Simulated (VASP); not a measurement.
Here is the system:

```
CELL_PARAMETERS angstrom
      2.69296     0.00000     0.00000
      0.00000     2.69296     0.00000
      0.00000     0.00000     3.71525
ATOMIC_POSITIONS crystal
  Co 0.00000 0.00000 0.00000
  Pt 0.50000 0.50000 0.50000
```

Computed with PBE GGA with spin-orbit coupling, VASP's PBE PAW potentials (set 64) (plane waves; VASP). Settings: 400 eV cut-off, 12×12×9 Γ-centred mesh, Gaussian smearing of 0.050 eV, potentials Co Pt. Starting moments (MAGMOM): 0 0 1.9 0 0 0.4.

Question: Give the energies of bands 11 to 24 at the high-symmetry points, in eV from the Fermi level.

Answer: 
```json
[
 {"band": "11", "Γ": "-2.27", "X": "-2.75", "M": "-0.71", "Z": "-2.26", "R": "-2.30", "A": "-1.92"},
 {"band": "12", "Γ": "-1.89", "X": "-2.53", "M": "-0.52", "Z": "-2.18", "R": "-1.18", "A": "-1.86"},
 {"band": "13", "Γ": "-1.54", "X": "-2.33", "M": "-0.52", "Z": "-1.97", "R": "-1.13", "A": "-1.70"},
 {"band": "14", "Γ": "-1.44", "X": "-2.08", "M": "0.52", "Z": "-1.93", "R": "-0.96", "A": "-1.61"},
 {"band": "15", "Γ": "-0.83", "X": "-1.62", "M": "0.57", "Z": "-1.91", "R": "-0.91", "A": "-1.45"},
 {"band": "16", "Γ": "-0.71", "X": "-1.56", "M": "0.72", "Z": "-1.81", "R": "-0.90", "A": "-1.16"},
 {"band": "17", "Γ": "-0.47", "X": "-1.49", "M": "0.86", "Z": "-1.74", "R": "-0.48", "A": "-0.25"},
 {"band": "18", "Γ": "-0.15", "X": "-1.22", "M": "1.10", "Z": "-1.70", "R": "-0.34", "A": "0.67"},
 {"band": "19", "Γ": "-0.14", "X": "-0.43", "M": "1.17", "Z": "-0.75", "R": "-0.15", "A": "0.82"},
 {"band": "20", "Γ": "0.73", "X": "0.01", "M": "1.24", "Z": "-0.61", "R": "-0.13", "A": "1.03"},
 {"band": "21", "Γ": "0.94", "X": "0.13", "M": "1.26", "Z": "-0.38", "R": "0.58", "A": "5.95"},
 {"band": "22", "Γ": "1.24", "X": "1.64", "M": "1.30", "Z": "-0.25", "R": "0.65", "A": "6.42"},
 {"band": "23", "Γ": "2.14", "X": "2.25", "M": "2.10", "Z": "-0.14", "R": "0.83", "A": "7.56"},
 {"band": "24", "Γ": "2.20", "X": "2.54", "M": "2.13", "Z": "0.33", "R": "0.91", "A": "7.65"}
]
```

It has no gap at this level: it comes out as a metal or semimetal.

The compound is CoPt in the L1_0 structure. It was relaxed first.
